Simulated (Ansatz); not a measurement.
The parent structure is CsPbI3 in the cubic perovskite structure (space group Pm-3m, No. 221; a = 6.333 Å).

Level of theory: DFT with r2SCAN, PAW potentials and a 500 eV plane-wave cutoff in Ansatz (a first-principles code), no spin-orbit coupling.

For the base:

The band gap is 1.70 eV, the electron mass is 0.070, 0.79, 0.79 mₑ (at R) and the pressure is 0.00 GPa. The gap character comes out as direct at R.

One thing is altered: the cell is scaled by 1.0024 in all directions; the atoms relax in the strained cell.

Task: Estimate the effect on the band gap.

Result: The band gap grows by 0.024 eV, from 1.70 eV to 1.73 eV.

Task: Estimate the effect on the electron mass.

Result: The electron mass (degenerate bands, along [100]) goes from 0.070, 0.79, 0.79 mₑ (at R) to 0.071, 0.79, 0.79 mₑ (at R).

Task: What happens to the pressure?

Result: The pressure goes from zero to -0.12 GPa.

Task: Estimate the effect on the gap character.

Result: The gap character remains direct at R.

With I and Pb present, leaving out spin-orbit coupling can change the band edges. Effective masses come from finite differences of ±0.01 Å⁻¹. Whether these cells are dynamically stable was not tested. Many cubic perovskites are stable only at high temperature; tilts and polar distortions were not tested. This is not the structure that CsPbI3 has at room temperature and ambient pressure.
